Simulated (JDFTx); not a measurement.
# BN (P6_3mc) in JDFTx: reference runs

How does BN come out in PBEsol? The cell is run as given.

Everything below comes from runs of JDFTx 1.7.0 (patched build). Logs are shortened: lines on timing, memory, paths and dates and some standing lists are left out, and cuts for length are marked. The log counts tension as positive stress, the text compression.

**1. The structure**

The structure is hexagonal, space group P6_3mc (No. 186). Conventional cell: a = 2.554 Å, b = 2.554 Å, c = 4.227 Å, α = 90.00°, β = 90.00°, γ = 120.00°. Around N (site symmetry 3m) lie 4 B at 1.57 to 1.58 Å. B (site symmetry 3m) has 4 N at 1.57 to 1.58 Å as nearest neighbours.

Measurements of this composition are mostly on another form, of space group No. 194.

**2. Single point, PBEsol**

File BN.in:

```
lattice \
    4.8262463860    -2.4131231931     0.0000000000 \
    0.0000000000     4.1796519752     0.0000000000 \
    0.0000000000     0.0000000000     7.9875983185
coords-type Lattice
ion N      0.3333333333     0.6666666667     0.1252760000 1
ion N      0.6666666667     0.3333333333     0.6252760000 1
ion B      0.3333333333     0.6666666667     0.4997240000 1
ion B      0.6666666667     0.3333333333     0.9997240000 1

ion-species pseudo/N.upf
ion-species pseudo/B.upf
elec-cutoff 42 336
elec-ex-corr gga-PBEsol
kpoint-folding 12 12 6
elec-smearing Fermi 0.0018374661
elec-n-bands 14
electronic-SCF nIterations 100 energyDiffThreshold 1e-09
electronic-minimize nIterations 30 energyDiffThreshold 1e-7
converge-empty-states yes
forces-output-coords Cartesian

dump-name run.$VAR
dump End Ecomponents EigStats BandEigs Kpoints Forces Stress
```

Potentials or basis: PseudoDojo-SR-PBEsol-0.4.1-standard with smoothed tails.

Started as:

```bash
jdftx -c 1 -i BN.in -o BN.out
```

The log of the run:

```text
*************** JDFTx 1.7.0 (patched build) ***************

Input parsed successfully to the following command list (including defaults):
[... the input with its defaults ...]

---------- Setting up symmetries ----------

Found 24 point-group symmetries of the bravais lattice
Found 12 space-group symmetries with basis
Applied RMS atom displacement 2.78643e-10 bohrs to make symmetries exact.

---------- Initializing the Grid ----------
R =
[      4.82625     -2.41312            0  ]
[            0      4.17965            0  ]
[            0            0       7.9876  ]
unit cell volume = 161.126
G =
[    1.30188    0.75164         -0  ]
[          0    1.50328          0  ]
[          0         -0   0.786618  ]
Minimum fftbox size, Smin = [  40  40  68  ]
Chosen fftbox size, S = [  40  40  70  ]

---------- Initializing tighter grid for wavefunction operations ----------
R =
[      4.82625     -2.41312            0  ]
[            0      4.17965            0  ]
[            0            0       7.9876  ]
unit cell volume = 161.126
G =
[    1.30188    0.75164         -0  ]
[          0    1.50328          0  ]
[          0         -0   0.786618  ]
Minimum fftbox size, Smin = [  32  32  48  ]
Chosen fftbox size, S = [  32  32  48  ]

---------- Exchange Correlation functional ----------
Initalized PBEsol GGA exchange.
Initalized PBEsol GGA correlation.

---------- Setting up pseudopotentials ----------
Width of ionic core gaussian charges (only for fluid interactions / plotting) set to 0

Reading pseudopotential file 'pseudo/N.upf':
  'N' pseudopotential, 'PBESOL' functional
  Generated using ONCVPSP code by D. R. Hamann
  5 valence electrons, 2 orbitals, 4 projectors, 1001 radial grid points, with lMax = 1
    2S    l: 0   occupation:  2.0   eigenvalue: -0.678237
    2P    l: 1   occupation:  3.0   eigenvalue: -0.258576
  Core radius for overlap checks: 1.31 bohrs.

Reading pseudopotential file 'pseudo/B.upf':
  'B' pseudopotential, 'PBESOL' functional
  Generated using ONCVPSP code by D. R. Hamann
  3 valence electrons, 2 orbitals, 4 projectors, 1001 radial grid points, with lMax = 1
    2S    l: 0   occupation:  2.0   eigenvalue: -0.344017
    2P    l: 1   occupation:  1.0   eigenvalue: -0.130657
  Core radius for overlap checks: 1.18 bohrs.

Initialized 2 species with 4 total atoms.

Folded 1 k-points by 12x12x6 to 864 k-points.

---------- Setting up k-points, bands, fillings ----------
Adding inversion symmetry to k-mesh for non-inversion-symmetric unit cell.
Reduced to 76 k-points under symmetry.
Computing the number of bands and number of electrons
Calculating initial fillings.
nElectrons:  16.000000   nBands: 14   nStates: 76

----- Setting up reduced wavefunction bases (one per k-point) -----
average nbasis = 2095.223 , ideal nbasis = 2094.758

---------- Setting up ewald sum ----------
Optimum gaussian width for ewald sums = 1.723013 bohr.
Real space sum over 1089 unit cells with max indices [  5  5  4  ]
Reciprocal space sum over 3211 terms with max indices [  6  6  9  ]

---------- Allocating electronic variables ----------
Initializing wave functions:  linear combination of atomic orbitals
N pseudo-atom occupations:   s ( 2 )  p ( 3 )
B pseudo-atom occupations:   s ( 2 )  p ( 1 )
	FillingsUpdate:  mu: +0.518348110  nElectrons: 16.000000
LCAOMinimize: Iter:   0  F: -25.6285787362276700  |grad|_K:  3.476e-03  alpha:  1.000e+00
	FillingsUpdate:  mu: +0.459665798  nElectrons: 16.000000
LCAOMinimize: Iter:   1  F: -25.6859735014321480  |grad|_K:  1.811e-04  alpha:  4.060e-01  linmin: -4.824e-01  cgtest:  7.917e-01
LCAOMinimize: Encountered beta<0, resetting CG.
[... 6 lines of inner loops ...]
LCAOMinimize: Iter:   4  F: -25.6862176682406762  |grad|_K:  1.995e-07  alpha:  8.158e-01  linmin:  5.101e-05  cgtest: -1.429e-04
	FillingsUpdate:  mu: +0.456733246  nElectrons: 16.000000
LCAOMinimize: Iter:   5  F: -25.6862176684428292  |grad|_K:  3.107e-08  alpha:  4.628e-01  linmin:  5.261e-04  cgtest: -1.043e-03
LCAOMinimize: Converged (|Delta F|<1.000000e-06 for 2 iters).

-------- Electronic minimization -----------
Will mix electronic density at each iteration.
	FillingsUpdate:  mu: +0.456733246  nElectrons: 16.000000
	FillingsUpdate:  mu: +0.445992736  nElectrons: 16.000000
SCF: Cycle:  0   F: -25.786310603278974   dF: -1.001e-01   |Residual|: 7.222e-02   |deigs|: 4.650e-02
	FillingsUpdate:  mu: +0.449188283  nElectrons: 16.000000
SCF: Cycle:  1   F: -25.787469330038093   dF: -1.159e-03   |Residual|: 3.744e-02   |deigs|: 3.103e-03
	FillingsUpdate:  mu: +0.453849369  nElectrons: 16.000000
SCF: Cycle:  2   F: -25.787664072982135   dF: -1.947e-04   |Residual|: 3.470e-03   |deigs|: 3.974e-03
	FillingsUpdate:  mu: +0.454252853  nElectrons: 16.000000
SCF: Cycle:  3   F: -25.787669844723847   dF: -5.772e-06   |Residual|: 1.660e-03   |deigs|: 2.289e-04
	FillingsUpdate:  mu: +0.454233951  nElectrons: 16.000000
SCF: Cycle:  4   F: -25.787670869641833   dF: -1.025e-06   |Residual|: 6.970e-04   |deigs|: 9.351e-05
	FillingsUpdate:  mu: +0.454258808  nElectrons: 16.000000
SCF: Cycle:  5   F: -25.787671137438060   dF: -2.678e-07   |Residual|: 5.881e-05   |deigs|: 5.556e-05
	FillingsUpdate:  mu: +0.454268257  nElectrons: 16.000000
SCF: Cycle:  6   F: -25.787671174384645   dF: -3.695e-08   |Residual|: 4.040e-05   |deigs|: 2.955e-05
	FillingsUpdate:  mu: +0.454264603  nElectrons: 16.000000
SCF: Cycle:  7   F: -25.787671187884630   dF: -1.350e-08   |Residual|: 1.421e-05   |deigs|: 4.222e-05
	FillingsUpdate:  mu: +0.454263162  nElectrons: 16.000000
SCF: Cycle:  8   F: -25.787671191387481   dF: -3.503e-09   |Residual|: 3.626e-06   |deigs|: 3.110e-05
	FillingsUpdate:  mu: +0.454263024  nElectrons: 16.000000
SCF: Cycle:  9   F: -25.787671192528251   dF: -1.141e-09   |Residual|: 1.003e-06   |deigs|: 2.371e-05
	FillingsUpdate:  mu: +0.454263218  nElectrons: 16.000000
SCF: Cycle: 10   F: -25.787671192902909   dF: -3.747e-10   |Residual|: 8.453e-07   |deigs|: 1.822e-05
	FillingsUpdate:  mu: +0.454263203  nElectrons: 16.000000
SCF: Cycle: 11   F: -25.787671193034374   dF: -1.315e-10   |Residual|: 7.688e-07   |deigs|: 5.854e-05
SCF: Converged (|Delta E|<1.000000e-09 for 2 iters).

Setting wave functions to eigenvectors of Hamiltonian
Converging empty states (this may take a while):
EmptyStates: None of the convergence criteria satisfied.
|deigs|: 7.132e-04

# Stress tensor in Cartesian coordinates [Eh/a0^3]:
[  0.000172642            0            0  ]
[            0  0.000172642            0  ]
[            0            0  0.000198103  ]

# Ionic positions in lattice coordinates:
ion N   0.333333333333333   0.666666666666667   0.125276000000000 1
ion N   0.666666666666667   0.333333333333333   0.625276000000000 1
ion B   0.333333333333333   0.666666666666667   0.499724000000000 1
ion B   0.666666666666667   0.333333333333333   0.999724000000000 1

# Forces in Cartesian coordinates:
force N   0.000000000000000  -0.000000000000000  -0.000171389984243 1
force N  -0.000000000000000  -0.000000000000000  -0.000171389984243 1
force B   0.000000000000000  -0.000000000000000   0.000172618080707 1
force B   0.000000000000000   0.000000000000000   0.000172618080707 1

# Energy components:
   Eewald =      -26.2144470735777659
       EH =        3.5851510081128528
     Eloc =      -12.0192289554195142
      Enl =       -2.1373804724853716
      Exc =       -8.6526876704405140
 Exc_core =        0.9537882437909241
       KE =       18.6971337269850153
-------------------------------------
     Etot =      -25.7876711930343703
       TS =        0.0000000000000042
-------------------------------------
        F =      -25.7876711930343738

IonicMinimize: Iter:   0  F: -25.787671193034374  |grad|_K:  9.931e-05
IonicMinimize: Converged (|grad|_K<1.000000e-04).

#--- Lowdin population analysis ---
# oxidation-state N -0.324 -0.324
# oxidation-state B +0.350 +0.350

Dumping 'run.eigStats' ...
	eMin: -0.337469 at state 0 ( [ +0.000000 +0.000000 +0.000000 ] spin 0 )
	HOMO: +0.408535 at state 0 ( [ +0.000000 +0.000000 +0.000000 ] spin 0 )
	mu  : +0.454263
	LUMO: +0.593602 at state 72 ( [ +0.333333 +0.333333 +0.000000 ] spin 0 )
	eMax: +0.966636 at state 40 ( [ +0.083333 +0.333333 +0.000000 ] spin 0 )
	HOMO-LUMO gap: +0.185067
	Optical gap  : +0.301655 at state 4 ( [ +0.000000 +0.083333 +0.000000 ] spin 0 )
WARNING: the last solve of the electrons (or of bands or displaced states from it) ended unconverged.
Done!
[note: mu as printed may lie anywhere between the filled and the empty levels]
```

Wall time 2.5 min (1 thread of Arm Neoverse N1, shared host); peak memory 0.16 GiB.

What came out:

* Free energy: -701.7183 eV
* Pressure: -5.3 GPa
* Largest force: 0.009 eV/Å
* Band gap on the k mesh: 5.04 eV, indirect (least direct gap 8.21 eV)
* Loewdin charges: N -0.32; B +0.35 e

Forces in eV/Å, atoms in the order of the input:
```
N    0.000  0.000 -0.009
N    0.000  0.000 -0.009
B    0.000  0.000  0.009
B    0.000  0.000  0.009
```

Stress tensor (GPa, compression positive):
```
-5.08  0.00  0.00
 0.00 -5.08  0.00
 0.00  0.00 -5.83
```

Levels at points of the mesh, in eV from the valence-band top:
| k point | band 4 | band 5 | band 6 | band 7 | band 8 |
| --- | --- | --- | --- | --- | --- |
| (0.00, 0.00, 0.00) | -2.11 | -2.11 | -0.28 | 0.00 | 0.00 |
| (0.00, 0.00, 0.50) | -5.71 | -1.17 | -1.17 | -1.17 | -1.17 |
| (0.00, 0.50, 0.00) | -7.78 | -6.90 | -4.97 | -4.42 | -2.10 |
| (0.00, 0.50, 0.50) | -10.01 | -3.75 | -3.75 | -3.57 | -3.57 |

Caveat: the empty levels aren't tightly converged. PBEsol gaps usually lie below the measured ones, often by a third to a half.
